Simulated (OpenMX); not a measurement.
Sb:

```
Sb
1.0
     3.35453    0.00000    0.00000
    -1.67727    2.90511    0.00000
     0.00000    0.00000    5.47016
Sb
2
Direct
  0.66667 0.33333 0.75000
  0.33333 0.66667 0.25000
```

This isn't the form of Sb at room conditions, which is rhombohedral.

- Program: OpenMX 3.8.5
- Task: single point
- Functional: PBE
- Potentials or basis: OpenMX 2013 PBE set, Sb7.0-s3p2d2, grid cutoff 500 Ry
- k mesh: 9 × 9 × 5
- Occupations: fermi-dirac, width 0.05 eV
- Spin: no spin polarisation

On this cell: pressure 3.3 GPa; largest force 0.007 eV/Å; band gap on the k mesh none (metal or under the smearing width).

The same run follows on a disturbed copy (atoms moved at random, drawn with an rms of 0.05 Å):

```
Sb
1.0
     3.35453    0.00000    0.00000
    -1.67727    2.90511    0.00000
     0.00000    0.00000    5.47016
Sb
2
Direct
  0.67819 0.33447 0.75155
  0.32096 0.66257 0.25561
```

**Question.** What changes?

**Answer.** The energy (extrapolated to zero smearing) moves by -1.1 meV/atom; pressure 3.4 GPa; largest force 0.026 eV/Å; band gap on the k mesh none (metal or under the smearing width).

Forces in eV/Å, atoms in the order of the input:
```
Sb   0.022 -0.005 -0.007
Sb  -0.024 -0.008  0.004
```

The energy falls, though the first cell shows no forces: that form is unstable against this distortion, unless noise or another electronic state is at work.

Caveats: the basis of atomic orbitals isn't converged, which shifts pressures, moduli and gaps.
